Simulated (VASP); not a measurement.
Wanted: the native input for a VASP 6.6.1 run.

- Task: single point
- Functional: PBE
- Dispersion: D3(BJ)
- Potentials or basis: VASP PAW PBE potentials, release 64 (O, C, H)
- Cutoff: 520 eV
- k mesh: 1 × 1 × 1
- Occupations: gaussian, width 0.01 eV
- Spin: no spin polarisation
- Further INCAR settings: ALGO = Fast; EDIFF = 1e-06; NBANDS = 16; ISYM = 0

The structure of OCH4 lies in POSCAR:

```
H4CO                                    
1.0
   12.7722774153      0.0000000000      0.0000000000
    0.0000000000     13.2722774153      0.0000000000
    0.0000000000      0.0000000000     13.7722774153
  O               C               H             
     1     1     4
Selective dynamics
Direct
     0.5814554605000026    0.4957380617999974    0.4800698287999978   F   F   F
     0.4709007345168943    0.4985833375410336    0.4959323125790473   T   T   T
     0.6154968736400552    0.5348561371265734    0.5307142176538949   T   T   T
     0.4484521455929876    0.4646677748428786    0.5661815079560640   T   T   T
     0.4354390133414563    0.4537911774680984    0.4375645801328557   T   T   T
     0.4391236648754287    0.5758974078562713    0.4918117471126108   T   T   T
```

These files were run (other wordings do the same):

INCAR

```
PREC     = Accurate       # precision mode
ENCUT    = 520            # plane-wave cutoff, eV
EDIFF    = 1E-6           # SCF threshold, eV
ISMEAR   = 0              # smearing method
SIGMA    = 0.01           # smearing width, eV
LREAL    = False          # projectors in reciprocal space
LASPH    = True           # aspherical terms in the spheres
NELM     = 80             # most SCF steps
ALGO     = Fast           # electronic algorithm
ISIF     = 2              # what is computed and relaxed
LWAVE    = False          # write WAVECAR
LCHARG   = False          # write CHGCAR
GGA      = PE             # functional
IVDW     = 12             # dispersion correction
NBANDS   = 16             # bands
ISYM     = 0
```

KPOINTS

```
Automatic mesh
0
Gamma
  1 1 1
```

Potentials or basis: VASP PAW PBE potentials, release 64 (O, C, H).

Command:

```sh
$ cat potpaw_PBE.64/O/POTCAR potpaw_PBE.64/C/POTCAR potpaw_PBE.64/H/POTCAR > POTCAR
$ mpirun -np 4 vasp_gam > vasp.out
```

It gave:

```
Largest force                   : 0.100 eV/Å
Gap between the frontier levels : 5.57 eV
Dispersion energy per atom      : -0.009 eV
```

Wall time 30 s on 4 MPI ranks on Intel(R) Xeon(R) 6975P-C (Granite Rapids), with other jobs on the host, peak memory 0.65 GiB a rank.
